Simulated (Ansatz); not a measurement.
Al3Cu2, 5 atoms in the cell. It takes space group P-3m1 (No. 164, trigonal). Conventional cell: a = 4.092 Å, b = 4.092 Å, c = 4.993 Å, α = 90.00°, β = 90.00°, γ = 120.00°. Cu (site symmetry 3m) is surrounded by 8 Al at 2.44 to 2.55 Å. Al (site symmetry 3m) is surrounded by 5 Cu at 2.44 to 2.55 Å and 3 Al at 2.80 Å. Al (site symmetry -3m) is surrounded by 6 Cu at 2.49 Å. The cell comes from a database or a generator and needn't be the stable form of this composition.

| Property | Result |
| --- | --- |
| Program | Ansatz 0.2.0 |
| Task | band structure |
| Functional | PBEsol |
| Potentials or basis | PseudoDojo stringent (PBEsol files) |
| Cutoff | 1415 eV |
| Density cutoff | 5660 eV |
| k mesh | 8 × 8 × 6 |
| Occupations | fermi-dirac, width 0.05 eV |
| Spin | no spin polarisation |
| Path | [["G", "M", "K", "G", "A", "L", "H", "A"], ["L", "M"], ["K", "H"]] |
| Points for each segment of the path | 14 |

Potentials or basis: PseudoDojo stringent (PBEsol files).

Command:

```bash
$ ansatz run input.yaml --threads 2 --pin off --max-ram 5632MiB --backend cpu --events-out ev --progress --plain --runs-dir out
```

Hardware: 2 threads of Arm Neoverse V2 (shared host).

Question: Estimate the wall time of this run.

Answer: Run time: 39 s on 2 threads of Arm Neoverse V2, on a shared host, peak memory 1.4 GiB. Counts: scf iterations 10, plane waves 8839, k points 50, bands 36.
